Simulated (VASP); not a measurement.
**AgBr: atomic charges with PBE+MBD-FI**

AgBr:

```
Ag Br
1.0
     0.00000    2.87015    2.87015
     2.87015    0.00000    2.87015
     2.87015    2.87015    0.00000
Ag Br
1 1
Cartesian
  0.0000 0.0000 0.0000
  2.8702 2.8702 2.8702
```

```
Program                : VASP 6.6.1
Task                   : atomic charges
Functional             : PBE
Dispersion             : MBD-FI
Potentials or basis    : VASP PAW PBE potentials, release 64 (Ag, Br)
Cutoff                 : 520 eV
k mesh                 : 8 × 8 × 8
Occupations            : gaussian, width 0.01 eV
Spin                   : no spin polarisation
Further INCAR settings : ALGO = Normal; EDIFF = 1e-07
```

- Pressure: 0.8 GPa
- Band gap on the k mesh: 0.67 eV, indirect (least direct gap 2.61 eV)
- Valence electrons inside the program's atomic spheres: Ag 9.73; Br 4.84
- Hirshfeld charges: Ag +0.14; Br -0.14 e
- Dispersion energy per atom: -0.234 eV

Levels at points of the mesh, in eV from the valence-band top:
| k point | band 6 | band 7 | band 8 | band 9 | band 10 | band 11 | band 12 | band 13 |
| --- | --- | --- | --- | --- | --- | --- | --- | --- |
| (0.00, 0.00, 0.00) | -2.80 | -1.93 | -1.93 | -1.93 | 0.67 | 9.91 | 9.91 | 9.91 |
| (0.50, 0.00, 0.00) | -2.49 | -2.15 | 0.00 | 0.00 | 3.73 | 6.59 | 6.76 | 6.76 |
| (0.50, 0.50, 0.00) | -2.64 | -2.39 | -2.39 | -2.29 | 1.60 | 7.05 | 9.06 | 11.05 |

Run time: 54 s on 1 thread of AMD EPYC 9R45 96-Core Processor (Zen 5) (shared host), peak memory 0.14 GiB.

A k mesh can miss the band edges. As with any semilocal functional, this PBE gap is likely too small.
